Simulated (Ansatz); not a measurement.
CsPbCl3:

```
Pb Cs Cl
1.0
     5.60500    0.00000    0.00000
     0.00000    5.60500    0.00000
     0.00000    0.00000    5.60500
Pb Cs Cl
1 1 3
Direct
  0.50000 0.50000 0.50000
  0.00000 0.00000 0.00000
  0.50000 0.00000 0.50000
  0.00000 0.50000 0.50000
  0.50000 0.50000 0.00000
```

- Program: Ansatz 0.2.0
- Task: relaxation of cell and atoms
- Functional: revPBE
- Potentials or basis: Ansatz PAW
- Cutoff: 420 eV (not typed: the program's choice for these potentials)
- k mesh: 5 × 5 × 5
- Occupations: fermi-dirac, width 0.05 eV
- Spin: no spin polarisation

At the start: volume 35.22 Å³/atom.

Task: Where does the relaxation end?

Result: It ends after 5 steps and the volume is 39.66 Å³/atom (+12.6 %); space group Pm-3m (No. 221, to 0.05 Å).

Step by step:
| step | energy change (eV) | largest force (eV/Å) | volume (Å³) |
| --- | --- | --- | --- |
| 1 | 0.0000 | 0.0000 | 176.09 |
| 2 | -0.1579 | 0.0000 | 189.60 |
| 3 | -0.1817 | 0.0000 | 196.74 |
| 4 | -0.1825 | 0.0000 | 198.28 |
| 5 | -0.1833 | 0.0000 | 198.28 |

Final structure:
```cif
data_structure
_symmetry_space_group_name_H-M 'P 1'
_symmetry_Int_Tables_number 1
_cell_length_a 5.8312
_cell_length_b 5.8312
_cell_length_c 5.8312
_cell_angle_alpha 90.000
_cell_angle_beta 90.000
_cell_angle_gamma 90.000
_cell_volume 198.28
loop_
_atom_site_label
_atom_site_type_symbol
_atom_site_fract_x
_atom_site_fract_y
_atom_site_fract_z
_atom_site_occupancy
Pb1 Pb 0.50000 0.50000 0.50000 1
Cs1 Cs 0.00000 0.00000 0.00000 1
Cl1 Cl 0.50000 0.00000 0.50000 1
Cl2 Cl 0.00000 0.50000 0.50000 1
Cl3 Cl 0.50000 0.50000 0.00000 1
```

Caveat: the plane-wave basis is chosen anew once the cell has moved, so the energies of steps on either side of that aren't comparable; the volume moved by +13 % from the deposited cell, more than functionals usually miss; the PAW data sets come from PBE, with cores solved anew for the run's functional, which leaves a small shift of forces and pressure.
